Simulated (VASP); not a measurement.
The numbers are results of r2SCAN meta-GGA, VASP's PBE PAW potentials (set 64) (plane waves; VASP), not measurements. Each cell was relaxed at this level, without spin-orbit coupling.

Problem. Which of these comes out without a gap?
(A) CsBr, Pm-3m (221)
(B) CsCl, Pm-3m (221)
(C) PbO, P4/nmm (129)
(D) Tl, P6_3/mmc (194)

Solution. D, Tl, P6_3/mmc (194). The others have gaps of 5.18 eV (CsBr, Pm-3m (221)), 5.91 eV (CsCl, Pm-3m (221)), 1.77 eV (PbO, P4/nmm (129)).
